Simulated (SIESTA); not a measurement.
SiC: equation of state with PBE

SiC:

```
Si C
1.0
     3.07569    0.00000    0.00000
    -1.53785    2.66363    0.00000
     0.00000    0.00000   10.07065
Si C
4 4
Direct
  0.00000 0.00000 0.18789
  0.00000 0.00000 0.68789
  0.33333 0.66667 0.43784
  0.66667 0.33333 0.93784
  0.00000 0.00000 0.00046
  0.00000 0.00000 0.50046
  0.33333 0.66667 0.24980
  0.66667 0.33333 0.74980
```

The cell is a database's computed one.

- Program: SIESTA 5.4.2
- Task: equation of state
- Functional: PBE
- Potentials or basis: PseudoDojo 0.4 standard (PBE files)
- Basis: DZP (energy shift 0.003 Ry)
- Grid cutoff: 500 Ry
- Energy shift: 0.003 Ry
- k mesh: 10 × 10 × 3
- Occupations: fermi-dirac, width 0.05 eV
- Spin: no spin polarisation

The equilibrium volume is 10.63 Å³/atom, the bulk modulus at fixed shape and positions is 213 GPa and the pressure derivative of the bulk modulus is 3.9 (rough: it moves with the points fitted).

Energy against volume, from the lowest point:
```
volume (Å³/atom)  energy (meV/atom)
           9.694              63.46
           9.900              37.09
          10.107              18.29
          10.313               6.28
          10.519               0.30
          10.726               0.00
          10.932               4.83
```

All runs of the series together: 16 min on 1 thread of Arm Neoverse V2 (shared host).

Caveat: the cell was scaled at fixed shape and fractional positions, which overstates the stiffness of a crystal with free parameters, most of all of layers and chains; the basis of atomic orbitals isn't converged, which shifts pressures, moduli and gaps.
